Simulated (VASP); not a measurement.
# ZnO (P6_3mc) in VASP: relaxation of the atoms with PBE

Aim: the relaxation of the atoms of ZnO with PBE.

All numbers are computed with VASP 6.6.1; they aren't measurements. Logs are shortened: lines on timing, memory, paths and dates and some standing lists are left out, and cuts for length are marked.

**Experimental background.**

From “Electronic structure of alkaline earth and post-transition metal oxides”, 2009, arxiv:0908.1581, for a bulk crystal of ZnO: band gap 3.37 eV.

The runs below are set against these values where they give the same quantity.

### Step 1. The crystal as given

Symmetry: P6_3mc, No. 186, hexagonal system. The conventional cell has a = 3.249 Å, b = 3.249 Å, c = 5.206 Å, α = 90.00°, β = 90.00°, γ = 120.00°. Zn (site symmetry 3m) is surrounded by 4 O at 1.97 to 1.98 Å. Around O (site symmetry 3m) lie 4 Zn at 1.97 to 1.98 Å.

### Step 2. Relaxation of the atoms, PBE

The input, INCAR:

```
ALGO = Normal ; EDIFF = 1E-7
EDIFFG = -0.002 ; ENCUT = 520
GGA = PE ; IBRION = 2
ISIF = 2 ; ISMEAR = 0
KPAR = 4 ; LASPH = T
LCHARG = F ; LREAL = F
LWAVE = F ; NELM = 60
NSW = 80 ; PREC = Accurate
SIGMA = 0.02
```

The input, KPOINTS:

```
k-points
0
Gamma
  12 12 6
```

The input, POSCAR:

```
ZnO
1.0
    3.2493080000      0.0000000000      0.0000000000
   -1.6246540000      2.8139832700      0.0000000000
    0.0000000000      0.0000000000      5.2057090000
Zn O
2 2
Direct
    0.3333333300      0.6666666700      0.5000000000
    0.6666666700      0.3333333300      0.0000000000
    0.6666666700      0.3333333300      0.3790100000
    0.3333333300      0.6666666700      0.8790100000
```

Potentials or basis: VASP PAW PBE potentials, release 64 (Zn, O).

On the command line:

```sh
$ cat potpaw_PBE.64/Zn/POTCAR potpaw_PBE.64/O/POTCAR > POTCAR
$ mpirun -np 4 vasp_std > vasp.out
```

OUTCAR:

```text
EDIFF = 1E-7
   EDIFFG = -0.002
   ENCUT = 520
   GGA = PE
   IBRION = 2
   ISIF = 2
   ISMEAR = 0
   LASPH = T
   LREAL = F
   NELM = 60
   NSW = 80
   PREC = Accurate

 ion  position               nearest neighbor table
   1  0.333  0.667  0.500-   4 1.97   3 1.98   3 1.98   3 1.98
   2  0.667  0.333  0.000-   3 1.97   4 1.98   4 1.98   4 1.98
   3  0.667  0.333  0.379-   2 1.97   1 1.98   1 1.98   1 1.98
   4  0.333  0.667  0.879-   1 1.97   2 1.98   2 1.98   2 1.98

  LATTYP: Found a hexagonal cell.
 ALAT       =     3.2493080000
 C/A-ratio  =     1.6020977390

  Lattice vectors:

 A1 = (   3.2493080000,   0.0000000000,   0.0000000000)
 A2 = (  -1.6246540000,   2.8139832700,   0.0000000000)
 A3 = (   0.0000000000,   0.0000000000,   5.2057090000)

Analysis of symmetry for initial positions (statically):
=====================================================================
 Subroutine PRICEL returns:
 Original cell was already a primitive cell.

 Routine SETGRP: Setting up the symmetry group for a
 hexagonal supercell.

 Subroutine GETGRP returns: Found 12 space group operations
 (whereof  6 operations were pure point group operations)
 out of a pool of 24 trial point group operations.

The static configuration has the point symmetry C_3v.
 The point group associated with its full space group is C_6v.

Analysis of symmetry for dynamics (positions and initial velocities):
=====================================================================
 Subroutine PRICEL returns:
 Original cell was already a primitive cell.

 Routine SETGRP: Setting up the symmetry group for a
 hexagonal supercell.

 Subroutine GETGRP returns: Found 12 space group operations
 (whereof  6 operations were pure point group operations)
 out of a pool of 24 trial point group operations.

The dynamic configuration has the point symmetry C_3v.
 The point group associated with its full space group is C_6v.

 Subroutine INISYM returns: Found 12 space group operations
 (whereof  6 operations are pure point group operations),
 and found     1 'primitive' translations

----------------------------------------------------------------------------------------

                                     Primitive cell

  volume of cell :      47.5984

  direct lattice vectors                    reciprocal lattice vectors
     3.249308000  0.000000000  0.000000000     0.307757836  0.177684070  0.000000000
    -1.624654000  2.813983270  0.000000000     0.000000000  0.355368140  0.000000000
     0.000000000  0.000000000  5.205709000     0.000000000  0.000000000  0.192096792

  length of vectors
     3.249308000  3.249307998  5.205709000     0.355368140  0.355368140  0.192096792

  position of ions in fractional coordinates (direct lattice)
     0.333333330  0.666666670  0.500000000
     0.666666670  0.333333330  0.000000000
     0.666666670  0.333333330  0.379010000
     0.333333330  0.666666670  0.879010000

  ion indices of the primitive-cell ions
   primitive index   ion index
                 1           1
                 2           2
                 3           3
                 4           4

----------------------------------------------------------------------------------------

 KPOINTS: k-points

Automatic generation of k-mesh.
 Grid dimensions read from file:
 generate k-points for:   12   12    6

 Generating k-lattice:

  Cartesian coordinates                     Fractional coordinates (reciprocal lattice)
     0.025646486  0.014807006  0.000000000     0.083333333  0.000000000  0.000000000
     0.000000000  0.029614012  0.000000000     0.000000000  0.083333333  0.000000000
     0.000000000  0.000000000  0.032016132     0.000000000  0.000000000  0.166666667

  Length of vectors
     0.029614012  0.029614012  0.032016132

  Shift w.r.t. Gamma in fractional coordinates (k-lattice)
     0.000000000  0.000000000  0.000000000

 Subroutine IBZKPT returns following result:
 ===========================================

 Found     76 irreducible k-points:

 Following reciprocal coordinates:
            Coordinates               Weight
  0.000000  0.000000  0.000000      1.000000
  0.083333  0.000000  0.000000      6.000000
  0.166667  0.000000  0.000000      6.000000
  0.250000  0.000000  0.000000      6.000000
  0.333333  0.000000  0.000000      6.000000
  0.416667  0.000000  0.000000      6.000000
[... 16 lines left out ...]
  0.250000  0.000000  0.166667     12.000000
  0.333333  0.000000  0.166667     12.000000
 [... further k-points ...]
   k-points           NKPTS =     76   k-points in BZ     NKDIM =     76   number of bands    NBANDS=     22
   number of dos      NEDOS =    301   number of ions     NIONS =      4
   total plane-waves  NPLWV =  23040
   dimension x,y,z NGX =    24 NGY =   24 NGZ =   40
   dimension x,y,z NGXF=    48 NGYF=   48 NGZF=   80
   ions per type =               2   2
   NGX,Y,Z   is equivalent  to a cutoff of  12.28, 12.28, 12.77 a.u.
   NGXF,Y,Z  is equivalent  to a cutoff of  24.56, 24.56, 25.55 a.u.
 SYSTEM =  unknown system
   PREC   = accura    normal or accurate (medium, high low for compatibility)
   ISTART =      0    job   : 0-new  1-cont  2-samecut
   ICHARG =      2    charge: 1-file 2-atom 10-const
   ISPIN  =      1    spin polarized calculation?
   LNONCOLLINEAR =      F non collinear calculations
   LSORBIT =      F    spin-orbit coupling
   LASPH  =      T    aspherical Exc in radial PAW
   ENCUT  =  520.0 eV  38.22 Ry    6.18 a.u.   6.04  6.04  9.68*2*pi/ulx,y,z
   NELM   =     60;   NELMIN=  2; NELMDL= -5     # of ELM steps
   EDIFF  = 0.1E-06   stopping-criterion for ELM
   LREAL  =      F    real-space projection
   EDIFFG = -.2E-02   stopping-criterion for IOM
   NSW    =     80    number of steps for IOM
   IBRION =      2    ionic relax: 0-MD 1-quasi-New 2-CG
   NFREE  =      1    steps in history (QN), initial steepest desc. (CG)
   ISIF   =      2    stress and relaxation
   ISYM   =      2    0-nonsym 1-usesym 2-fastsym
   POTIM  = 0.5000    time-step for ionic-motion
   TEBEG  =    0.0;   TEEND  =   0.0 temperature during run
   PSTRESS=    0.0 pullay stress
   NELECT =      36.0000    total number of electrons
   NUPDOWN=      -1.0000    fix difference up-down
   EMIN   =  10.00;   EMAX   =-10.00  energy-range for DOS
   EFERMI =   0.00;   METHOD = LEGACY
   ISMEAR =     0;   SIGMA  =   0.02  broadening in eV -4-tet -1-fermi 0-gaus
   EFERMI_NEDOS =   21; number of points for ismear=-14 and -15
   IALGO  =     38    algorithm
   IMIX   =      4    mixing-type and parameters
     AMIX     =   0.40;   BMIX     =  1.00
     AMIX_MAG =   1.60;   BMIX_MAG =  1.00
  volume/ion in A,a.u.               =      11.90        80.30
  Fermi-wavevector in a.u.,A,eV,Ry     =   1.491574  2.818667 30.270160  2.224794
  Thomas-Fermi vector in A             =   2.604212
   LORBIT       =      0    0 simple, 1 ext, 2 COOP (PROOUT), +10 PAW based schemes
   GGA     = PE    functional components
   LHFCALC =     F    Hartree Fock is set to
   AEXX    =    0.0000 exact exchange contribution
   IVDW    =     0    specifies the selected vdW correction
   LEPSILON=     F    determine dielectric tensor
   LRPA    =     F    only Hartree local field effects (RPA)
 conjugate gradient relaxation of ions
 non-spin polarized calculation
 Gauss-broadening in eV      SIGMA  =   0.02
  energy-cutoff  :      520.00
  volume of cell :       47.60
 maximum number of plane-waves:      1302
   NGX = 13   NGY = 13   NGZ = 19

--------------------------------------- Ionic step        1  -------------------------------------------

 number of electron      36.0000017 magnetization

 Free energy of the ion-electron system (eV)
  ---------------------------------------------------
  ext. energy  EPLUGINS =         0.00000000
  ---------------------------------------------------
  free energy    TOTEN  =       -17.82239362 eV

  energy without entropy =      -17.82239362  energy(sigma->0) =      -17.82239362

------------------------ aborting loop because EDIFF is reached ----------------------------------------

  FORCE on cell =-STRESS in cart. coord.  units (eV):
  Direction    XX          YY          ZZ          XY          YZ          ZX
  --------------------------------------------------------------------------------------
  -------------------------------------------------------------------------------------
  Total        1.6093832      1.6093832      2.1334345      0.0000000      0.0000000     -0.0000000
  in kB       54.1723607     54.1723606     71.8120983      0.0000000      0.0000000     -0.0000000
  external PRESSURE =      60.0522732 kB  Pullay stress =       0.0000000 kB

 VOLUME and BASIS-vectors are now :
 -----------------------------------------------------------------------------
  energy-cutoff  :      520.00
  volume of cell :       47.60
      direct lattice vectors                 reciprocal lattice vectors
     3.249308000  0.000000000  0.000000000     0.307757836  0.177684070  0.000000000
    -1.624654000  2.813983270  0.000000000     0.000000000  0.355368140  0.000000000
     0.000000000  0.000000000  5.205709000     0.000000000  0.000000000  0.192096792
[... 39 lines left out ...]
 POSITION                                       TOTAL-FORCE (eV/Angst)
 -----------------------------------------------------------------------------------
     -0.00000      1.87599      2.59928         0.000000     -0.000000     -0.023828
      1.62465      0.93799      5.20214         0.000000      0.000000     -0.023828
      1.62465      0.93799      1.97659         0.000000     -0.000000      0.023828
     -0.00000      1.87599      4.57944        -0.000000      0.000000      0.023828
 -----------------------------------------------------------------------------------
    total drift:                                0.000004     -0.000002     -0.002486

  FREE ENERGIE OF THE ION-ELECTRON SYSTEM (eV)
  ---------------------------------------------------
  free  energy   TOTEN  =       -17.8230900754 eV

  energy  without entropy=      -17.8230900754  energy(sigma->0) =      -17.82309008

--------------------------------------- Ionic step        3  -------------------------------------------

 number of electron      36.0000021 magnetization

 Free energy of the ion-electron system (eV)
  ---------------------------------------------------
  ext. energy  EPLUGINS =         0.00000000
  ---------------------------------------------------
  free energy    TOTEN  =       -17.82317418 eV

  energy without entropy =      -17.82317418  energy(sigma->0) =      -17.82317418

 E-fermi :   1.3188     XC(G=0): -10.9115

 val. band max:        1.2038560065   @ k =   0.0000   0.0000   0.0000
 cond. band min:       1.9928346830   @ k =   0.0000   0.0000   0.0000
 fundamental gap:      0.7889786765
 Fermi energy:         1.3188364329

 k-point     1 :       0.0000    0.0000    0.0000
  band No.  band energies     occupation
      1     -16.8874      2.00000
      2     -16.1580      2.00000
      3      -4.4966      2.00000
      4      -4.4966      2.00000
      5      -4.4256      2.00000
      6      -4.4125      2.00000
[... 14 lines left out ...]
     21       9.4557      0.00000
     22      14.0474      0.00000
[... 552 lines left out ...]
  band No.  band energies     occupation
      1     -16.3838      2.00000
      2     -16.0214      2.00000
      3      -4.8331      2.00000
      4      -4.5474      2.00000
      5      -4.2567      2.00000
      6      -4.1036      2.00000
[... 14 lines left out ...]
     21       9.5082      0.00000
     22      10.0571      0.00000

 [... further k-points ...]

------------------------ aborting loop because EDIFF is reached ----------------------------------------

  FORCE on cell =-STRESS in cart. coord.  units (eV):
  Direction    XX          YY          ZZ          XY          YZ          ZX
  --------------------------------------------------------------------------------------
  -------------------------------------------------------------------------------------
  Total        1.7016739      1.7016739      1.9085194      0.0000000      0.0000000      0.0000000
  in kB       57.2788957     57.2788956     64.2413824      0.0000000      0.0000000      0.0000000
  external PRESSURE =      59.5997246 kB  Pullay stress =       0.0000000 kB

 VOLUME and BASIS-vectors are now :
 -----------------------------------------------------------------------------
  energy-cutoff  :      520.00
  volume of cell :       47.60
      direct lattice vectors                 reciprocal lattice vectors
     3.249308000  0.000000000  0.000000000     0.307757836  0.177684070  0.000000000
    -1.624654000  2.813983270  0.000000000     0.000000000  0.355368140  0.000000000
     0.000000000  0.000000000  5.205709000     0.000000000  0.000000000  0.192096792

 POSITION                                       TOTAL-FORCE (eV/Angst)
 -----------------------------------------------------------------------------------
     -0.00000      1.87599      2.59754        -0.000000     -0.000000      0.000064
      1.62465      0.93799      5.20039        -0.000000      0.000000      0.000064
      1.62465      0.93799      1.97833         0.000000      0.000000     -0.000064
     -0.00000      1.87599      4.58119        -0.000000      0.000000     -0.000064
 -----------------------------------------------------------------------------------
    total drift:                                0.000004     -0.000002     -0.003813

  FREE ENERGIE OF THE ION-ELECTRON SYSTEM (eV)
  ---------------------------------------------------
  free  energy   TOTEN  =       -17.8231741800 eV

  energy  without entropy=      -17.8231741800  energy(sigma->0) =      -17.82317418

 reached required accuracy - stopping structural energy minimisation
```

Run time: 26 s. Hardware: 4 MPI ranks of AMD EPYC 9R14 (Zen 4), shared host; peak memory 0.18 GiB.

What came out:

```yaml
Free_energy: -17.8232 eV
Energy_gained_by_relaxing: 0.2 meV/atom
Ionic_steps: 3
Pressure_after_relaxing: 6.0 GPa
Band_gap_on_the_k_mesh: 0.79 eV, direct
```

Stress tensor (GPa, compression positive):
```
5.73 0.00 0.00
0.00 5.73 0.00
0.00 0.00 6.42
```

Step by step:
```csv
step,energy change (eV),largest force (eV/Å),pressure (GPa)
1,0.0000,0.0740,6.01
2,-0.0007,0.0238,5.95
3,-0.0008,0.0001,5.96
```

Final structure:
```yaml
crystal:
  lattice:
    - [3.24931, 0.00000, 0.00000]
    - [-1.62465, 2.81398, 0.00000]
    - [0.00000, 0.00000, 5.20571]
  atoms:
    - { symbol: Zn, position: [0.33333, 0.66667, 0.49898] }
    - { symbol: Zn, position: [0.66667, 0.33333, 0.99898] }
    - { symbol: O, position: [0.66667, 0.33333, 0.38003] }
    - { symbol: O, position: [0.33333, 0.66667, 0.88003] }
```

Levels at points of the mesh, in eV from the valence-band top:
```
           k point  band 15  band 16  band 17  band 18  band 19  band 20  band 21  band 22
(0.00, 0.00, 0.00)    -0.79    -0.09     0.00     0.00     0.79     5.20     8.25    12.84
(0.50, 0.00, 0.00)    -2.82    -2.28    -1.27    -0.85     5.77     6.86     7.63     8.47
(0.00, 0.00, 0.50)    -0.39    -0.39    -0.39    -0.39     3.46     3.46    10.10    10.10
(0.50, 0.00, 0.50)    -1.52    -1.52    -1.35    -1.35     5.72     5.72     8.43     8.43
```

### Step 3. Against experiment

Step 2. A measured gap of ZnO is 3.37 eV (quoted in “Electronic structure of alkaline earth and post-transition metal oxides”, 2009, arxiv:0908.1581); the calculated 0.79 eV misses it by -2.58 eV. So large a miss can be the level of theory's own, or it may mean another phase, state or a wrong row. The value is that of PBE, without temperature or zero-point motion. Semilocal functionals fall short of measured gaps as a rule.
